## Same share of exact exchange, different band gap

HSE06 and PBE0 both contain 25 % exact exchange, so at first sight they should give aluminium nitride nearly the same band gap. Hartree-Fock, with exchange treated exactly in full, might even look like the more rigorous choice. The calculation supports neither idea.

AlN (space group P6_3mc, 4-atom cell) computed with Ansatz 0.2.0, using hybrid density functionals and Hartree-Fock with plane waves and PAW potentials. All rows share the r2SCAN geometry, a 6×6×4 k mesh and fixed occupations, without spin polarisation or spin-orbit coupling. Gaps are the smallest found over the mesh and the labelled k points.

| functional | wave cutoff | band gap (eV) | least direct gap (eV) |
| --- | --- | --- | --- |
| DDH-PBE0 | 420 eV | 6.086 | 6.086 |
| HSE06 | 420 eV | 5.599 | 5.599 |
| Hartree-Fock | 420 eV | 13.548 | 13.548 |
| PBE0 | 420 eV | 6.326 | 6.326 |
| r2SCAN0 | 500 eV | 6.741 | 6.741 |

The atoms sit at the same places in every row, so the spread comes from the electronic theory. The least direct gap equals the band gap throughout, because the highest filled and the lowest empty level both lie at Γ, the centre of the Brillouin zone. There is thus one quantity to explain, and it runs from 5.6 eV in HSE06 to 13.5 eV in Hartree-Fock. Two questions settle most of the order: how much exact exchange is used, and how far it reaches.

### Why exact exchange opens a gap

An electron in a filled level is part of the charge cloud that repels it, and exact exchange removes this spurious self-repulsion. An empty level has no such share in the cloud, so exact exchange lowers it far less. A semilocal functional such as PBE builds its exchange potential from the local density and its gradient, and this potential is the same for filled and empty levels. Replacing part of it by exact exchange therefore pushes the two groups apart.

### How far the exchange reaches

PBE0 replaces a quarter of the PBE exchange at all distances r between two electrons, HSE06 only at short ones. The two differ by the long-range part of the repulsion, erf(ωr)/r, where ω sets the distance at which HSE06 switches exact exchange off. This function is almost flat near r = 0, with the height v₀ = 2ω/√π in atomic units. It stays close to that height over about one bond length and falls off beyond. In a wide-gap insulator most of the exchange between electrons is expected to act within that range, so v₀ can stand in for the whole function as a first estimate. The exact-exchange energy bears this out: it changes by −6.622 eV per cell from HSE06 to PBE0, against −6.755 eV for a flat function.

The step from HSE06 to PBE0 then has two parts:

- A quarter of the long-range exact exchange is added. Filled levels fall by v₀/4, and empty levels stay.
- A quarter of the long-range semilocal exchange is removed. Its energy is about −v₀/2 per electron, so the estimate takes its potential as −v₀/2 for every level, and all levels rise by v₀/8.

Together, filled levels fall by v₀/8, empty levels rise by v₀/8, and the gap widens by v₀/4. With the usual ω of roughly 0.11 per bohr, v₀ is 2 × 0.11/√π = 0.124 hartree, or 3.4 eV. The gap should widen by a quarter of that, 0.84 eV. The computed widening is 0.73 eV, so the estimate is about 16 % too large relative to the computed value.

The single levels support the picture too, not just the total. Each should move by 0.42 eV. The valence top falls by 0.38 eV and the conduction bottom rises by 0.34 eV, while the lowest valence level at Γ falls by 0.42 eV. PBE0 thus moves the valence and conduction bands apart almost as rigid blocks.

The estimate probably errs on the high side because it treats the long-range function as flat. The true function drops with distance, so filled levels gain somewhat less than v₀ from full long-range exchange, and empty levels are lowered a little instead of staying put. Both effects make the widening smaller. The long-range semilocal potential is also expected to be weaker than −v₀/2, most of all where the density is thin, so a spread-out conduction level should rise less than the estimate says. About two thirds of the shortfall does sit on the conduction bottom, but these runs do not separate the causes. Unscreened exchange also converges more slowly with the k mesh than the short-range kind, and how much this adds to the difference is untested.

### How much exchange is right

In a solid, the other electrons polarise around an added electron or a hole. At large distances this weakens the interaction by a factor ε, the electronic dielectric constant. It counts only the response of the electrons, with the atoms held still, and is smaller than the static constant of a polar crystal. Hartree-Fock keeps the exchange at full strength, as if the crystal could not respond, and its gap comes out at more than twice that of PBE0. Its excess is therefore a defect of the theory, and the word "exact" refers only to the exchange term.

DDH-PBE0 builds the screening in by setting the fraction of exact exchange to 1/ε. For aluminium nitride ε is roughly 4.5, which gives about 22 %, slightly less than the fixed quarter of PBE0. The gap should therefore lie slightly below that of PBE0, and it does. By the same rule, a material with ε below 4 would receive more than a quarter.

A straight line in the fraction of exact exchange turns this into a number. Drawn through PBE0 at 25 % and Hartree-Fock at 100 %, it rises by about 0.1 eV for each per cent. For DDH-PBE0, which was not used to draw it, the line predicts a gap 0.27 eV below PBE0, and the calculation gives 0.24 eV. The agreement should not be pressed further, since changing ε by 0.3 would move the prediction by more than 0.1 eV. Hartree-Fock also lacks the correlation that PBE0 contains, so the line joins two theories that differ in more than the fraction. The band edges show it: towards DDH-PBE0 the valence top moves more than the conduction bottom (0.15 against 0.09 eV), towards Hartree-Fock less (2.75 against 4.47 eV). This is what is expected if dropping correlation lifts filled and empty levels by similar amounts.

Range and amount together give the order of four rows. From DDH-PBE0 with a little over a fifth, through PBE0 with a quarter, to Hartree-Fock with all of it, the gap grows with the amount. HSE06 has slightly more exact exchange than DDH-PBE0 at short range but none at long range. The missing long-range part weighs more: HSE06 lies 0.73 eV below PBE0, DDH-PBE0 only 0.24 eV.

### The row that breaks the rule

r2SCAN0 has the same 25 % of exact exchange as PBE0, also at all distances, yet its gap is 0.4 eV wider. Neither amount nor range can account for this, so the cause must lie elsewhere. The likely one is the semilocal part that makes up the rest of the functional. r2SCAN uses the kinetic-energy density of the orbitals as well as the electron density, so its potential can act differently on filled and empty levels, as exact exchange does. The row was also run with a higher plane-wave cutoff, and the share of that change in the difference is untested.

### Reading a hybrid gap

A quoted percentage of exact exchange does not fix a band gap. The three functionals with 25 % spread over more than 1 eV in the same crystal. For a similar wide-gap insulator, the step from HSE06 to PBE0 can be guessed roughly beforehand, because v₀ depends on the functional and not on the material. The value v₀/4 is best read as an upper guide, since the shortfall from it does depend on the material. The step to DDH-PBE0 needs the electronic dielectric constant of the material.

Closeness to a measured gap can rule out Hartree-Fock, but it is a poor way to choose between hybrids with similar gaps. The atoms are held still here, whereas in the real crystal their zero-point motion narrows the gap by some tenths of an eV. That is about as large as the differences between PBE0 and the two rows closest to it in gap, DDH-PBE0 and r2SCAN0. The output that follows lists the level shifts and both estimates.

The analysis program printed:

```
Changes from PBE0 in eV:
           row  gap change  valence top change  conduction bottom change
      DDH-PBE0       -0.24              0.1484                  -0.09107
         HSE06      -0.727              0.3836                   -0.3431
  Hartree-Fock       7.222               -2.75                     4.472
          PBE0           0                   0                         0
       r2SCAN0       0.415             -0.1593                     0.256
Hartree-Fock gap over PBE0 gap (ratio): 2.142
Gap rise per 1 percent of exact exchange (eV): 0.09629
Gap of the line at zero exact exchange (eV): 3.919
DDH-PBE0 gap predicted with dielectric constant 4.5 (eV): 6.059
Prediction less computed DDH-PBE0 gap (eV): -0.02748
Exchange fraction of DDH-PBE0 inferred from the line (percent): 22.51
Dielectric constant inferred from the line: 4.443
Height of the long-range kernel at zero distance v0 (eV): 3.378
Predicted gap widening from HSE06 to PBE0 (eV): 0.8444
Computed gap widening from HSE06 to PBE0 (eV): 0.727
Predicted shift of each level, filled down and empty up (eV): 0.4222
Computed shift of the lowest listed filled level at Gamma (eV): -0.423
Computed shift of the valence top (eV): -0.3836
Computed shift of the conduction bottom (eV): 0.3431
Computed shift of the highest listed empty level at Gamma (eV): 0.3917
Predicted change of exact-exchange energy for 16 electrons (eV per cell): -6.755
Computed change of exact-exchange energy (eV per cell): -6.622
r2SCAN0 gap less PBE0 gap (eV): 0.415
```
